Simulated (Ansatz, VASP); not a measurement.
Ga: VASP beside Ansatz

INCAR

```
ALGO     = Fast           # electronic algorithm
EDIFF    = 1E-7           # SCF threshold, eV
ENCUT    = 520            # plane-wave cutoff, eV
GGA      = PS             # functional
ISIF     = 2              # what is computed and relaxed
ISMEAR   = -1             # smearing method
LASPH    = True           # aspherical terms in the spheres
LCHARG   = False          # write CHGCAR
LREAL    = False          # projectors in reciprocal space
LWAVE    = False          # write WAVECAR
NBANDS   = 34             # bands
NELM     = 80             # most SCF steps
PREC     = Accurate       # precision mode
SIGMA    = 0.05           # smearing width, eV
```

The input KPOINTS:

```
k-points
0
Gamma
  7 7 6
```

POSCAR

```
Ga
1.0
    2.2463216903     -3.8047911717      0.0000000000
    2.2463216903      3.8047911717      0.0000000000
    0.0000000000      0.0000000000      4.4936366690
Ga
4
Direct
    0.3451000000      0.6549000000      0.4190000000
    0.1549000000      0.8451000000      0.9190000000
    0.6549000000      0.3451000000      0.5810000000
    0.8451000000      0.1549000000      0.0810000000
```

input.yaml

```yaml
crystal:
  lattice:
    - [2.2463216903, -3.8047911717, 0.0]
    - [2.2463216903, 3.8047911717, 0.0]
    - [0.0, 0.0, 4.493636669]
  atoms:
    - { symbol: Ga, position: [0.3451, 0.6549, 0.419] }
    - { symbol: Ga, position: [0.1549, 0.8451, 0.919] }
    - { symbol: Ga, position: [0.6549, 0.3451, 0.581] }
    - { symbol: Ga, position: [0.8451, 0.1549, 0.081] }
hamiltonian:
  xc: pbesol
  pseudopotentials: { kind: paw }
kpoints:
  mp_grid: { grid: [7, 7, 6] }
scf:
  occupations: { method: fermi_dirac, width: 0.05 }
output:
  forces: true
  stress: true
  eigenvalues: true
```

Alike in both runs: task single point; functional PBEsol; k mesh 7 × 7 × 6; occupations fermi-dirac, width 0.05 eV; no spin polarisation.

|  | VASP | Ansatz |
| --- | --- | --- |
| version | VASP 6.6.1 | Ansatz 0.2.0 |
| potentials or method | VASP PAW PBE potentials, release 64 (Ga_d) | Ansatz PAW |
| plane-wave cutoff (eV) | 520 | 420 |
| valence electrons in the cell | 52 | 52 |

Ansatz gave:

- gap on the k mesh at the Fermi level (eV): none
- pressure (GPa): -0.5
- largest component of the traceless stress (GPa): 1.00
- rms of the force components (eV/Å): 0.073

Question: What did VASP give for the same quantities?

Answer: gap on the k mesh at the Fermi level (eV): none; pressure (GPa): -0.4; largest component of the traceless stress (GPa): 0.98; rms of the force components (eV/Å): 0.070.

Atom by atom the forces differ by 0.004 eV/Å (rms over components). A gap of «none» marks a metal or a gap that the smearing closes.

Caveats: the PAW data sets were made with another functional, which shifts forces and pressure a little (VASP); the PAW data sets come from PBE, with cores solved anew for the run's functional, which leaves a small shift of forces and pressure (Ansatz).
